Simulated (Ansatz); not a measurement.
Ag in Ansatz: the effect of strain

Ag:

```
CELL_PARAMETERS angstrom
1.47305 0.85046 6.91646
-1.47305 0.85046 6.91646
0.00000 -1.70093 6.91646
ATOMIC_POSITIONS crystal
Ag 0.22228 0.22228 0.22228
Ag 0.77772 0.77772 0.77772
Ag 0.00000 0.00000 0.00000
```

This isn't the form of Ag at room conditions, which is fcc.

Alike in all runs:

* Program: Ansatz 0.2.0
* Task: relaxation of the atoms
* Functional: PBEsol
* Potentials or basis: Ansatz PAW
* Cutoff: 420 eV (not typed: the program's choice for these potentials)
* k mesh: 9 × 9 × 9
* Occupations: fermi-dirac, width 0.05 eV
* Spin: no spin polarisation
* Kind of strain: uniaxial

Each run relaxes the cell or the atoms first.

| strain | pressure (GPa) |
| --- | --- |
| -0.04 | -4.0 |
| -0.02 | -6.0 |
| -0.01 | -6.9 |
| 0 | -7.6 |
| 0.01 | ? |
| 0.02 | -9.0 |
| 0.04 | -10.0 |

Q: What does the run with strain 0.01 give?

A: Pressure -8.3 GPa.

Worked out: A parabola through the other rows of the pressure, of slope -66.8 GPa per unit of strain there, gives -8.4 GPa, against the run's -8.3.

Caveats: the PAW data sets come from PBE, with cores solved anew for the run's functional, which leaves a small shift of forces and pressure; the thresholds are loose for stress.
